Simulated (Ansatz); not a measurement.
# Ca: pressure against volume per atom

Equation of state of a cubic crystal from periodic Kohn-Sham density functional theory without spin; pressure corrected for the finite basis. The results are calculated, by Ansatz 0.2.0 development build.

Cell of the first row (space group Im-3m, No. 229):
```
CELL_PARAMETERS angstrom
-2.14770 2.14770 2.14770
2.14770 -2.14770 2.14770
2.14770 2.14770 -2.14770
ATOMIC_POSITIONS crystal
Ca 0.00000 0.00000 0.00000
```

Settings of every row: formula Ca; structure type bcc; functional PBE; spin treatment none; k mesh 35x35x35; occupation method fermi-dirac; occupation width 0.061225619 eV; wave cutoff 420 eV; datasets soft-1 PAW; density cutoff ratio 4.

Limits: a cubic model structure, not a phase known at ambient conditions.

```csv
row,volume per atom (Å³),pressure (GPa),energy above lowest point (meV/atom)
1,39.627,1.109,8.38
2,40.47,0.709,3.61
3,41.313,0.339,0.86
4,42.156,?,?
5,42.999,-0.325,0.88
6,43.842,-0.621,3.38
7,44.685,-0.895,7.37
```

Question: what pressure should row 4 give?

Worked fit of pressure. Take u = (V_r/V)^(2/3) − 1 with V_r = 42.156 Å³ an atom, which is twice the finite (Eulerian) strain; such expansions in the strain, on which the Birch-Murnaghan equation of state is built, carry the rest volume and the bulk modulus. The shown rows have u = 0.04211, 0.02758, 0.01356, -0.01311, -0.0258, -0.0381. Least squares give pressure = −0.0056 + 24.837 × u + 38.89 × u² GPa; a straight line predicts inner rows, each left out in turn, worse (root mean square 0.023 against 0.00077 GPa). The rows lie off it by 0.000, 0.000, 0.001, 0.000, 0.000, 0.000. The pressure vanishes at u = 0.0002, or V = 42.14 Å³ an atom, and there the bulk modulus at fixed shape and fractions is B = −V dP/dV = (2/3)(1 + u) dP/du = 16.6 GPa. The withheld row has u = 0, so the fit gives −0.0056 + 24.837 × (0) + 38.89 × (0)² = -0.006 GPa.

The calculation gave -0.005 GPa. The fit lies 0.001 GPa (20 % of the value, 0.05 % of the column's range) below it, one unit of the last digit.

The other values of row 4: energy above lowest point 0 meV/atom.
